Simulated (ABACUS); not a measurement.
Ge:

```
Ge
1.0
     0.00000    2.82891    2.82891
     2.82891    0.00000    2.82891
     2.82891    2.82891    0.00000
Ge
2
Direct
  0.75000 0.75000 0.75000
  0.50000 0.50000 0.50000
```

Program: ABACUS 3.10.1. Alike in all runs: task single point; no spin polarisation; cell as given; smearing fermi-dirac 0.05 eV.

Order these runs on this cell by their pressure, lowest first.
A. level r2SCAN; potentials or basis SG15 ONCV 1.2 PBE, plane waves; k mesh 5 × 5 × 5; cutoff (eV) 1238; SCF threshold on the density 1e-08; eigensolver dav; mesh quality coarse
B. level PBEsol; potentials or basis PseudoDojo NC SR 0.4.1 PBE standard, DZP LCAO (the cutoffs set its grid); k mesh 7 × 7 × 7; cutoff (eV) 1361; SCF threshold on the density 1e-07; eigensolver genelpa; orbital files Ge Ge_confined-atom_7au_2s2p2d.orb; mesh quality not flagged
C. level TASK; potentials or basis SG15 ONCV 1.2 PBE, plane waves; k mesh 5 × 5 × 5; cutoff (eV) 1238; SCF threshold on the density 1e-08; eigensolver dav; mesh quality coarse

A (-1.1 GPa), B (1.6 GPa), C (332.2 GPa).

Caveats: some runs use coarse meshes; the potentials were made for another functional, which shifts forces and pressure; a pressure of tens of GPa on the cell as given is suspect, and the run, the potentials or the cell itself is likely at fault (some runs); the atomic orbitals were generated for these runs and aren't a published set (some runs); the basis of atomic orbitals isn't converged, which shifts pressures, moduli and gaps (some runs).
